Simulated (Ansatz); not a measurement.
The elements of this relaxed crystal are hidden behind letters.

```
lattice vectors (Å)
   2.9502    0.0000    0.0000
  -1.4751    2.5550    0.0000
   0.0000    0.0000    2.8978
fractional positions
X 0.3333 0.6667 0.5000
Z 0.0000 0.0000 0.0000
```

Computed with DFT PBE, scalar-relativistic, plane waves, PAW (Ansatz 0.2.0). Plane waves to 420 eV, a 24×24×20 mesh through Γ for the 2-atom cell and 0.10 eV Gaussian smearing; no spin polarisation.

- Space group: P-6m2 (No. 187)
- Conventional cell: a = 2.950 Å, c = 2.898 Å
- Volume per atom: 10.92 Å³
- Density: 14.82 g/cm³
- Formation energy: −1.13 eV/atom
- Gap on the 24×24×20 mesh of the 2-atom cell: 0 eV (a metal)

Energies are uncorrected and count from the elements' standard states at the same level.

Question: X is a d-block element of period 6 and Z is a p-block element of period 2. Which elements are they?

Answer: X = Ta, Z = N, so the formula is TaN, here in the tungsten carbide type. Density times volume gives a mean mass of 14.82 × 10.92/1.6605 = 97.5 u per atom, and this set has 97.5 u. Among the elements that the hints allow, noble gases aside, only these give it. Ta has 6 N at 2.24 Å and 8 Ta at 2.90–2.95 Å; N is surrounded by 6 Ta at 2.24 Å.

These runs have no spin–orbit coupling, which can matter for Ta. A structure relaxed within its symmetry needn't be a true minimum.
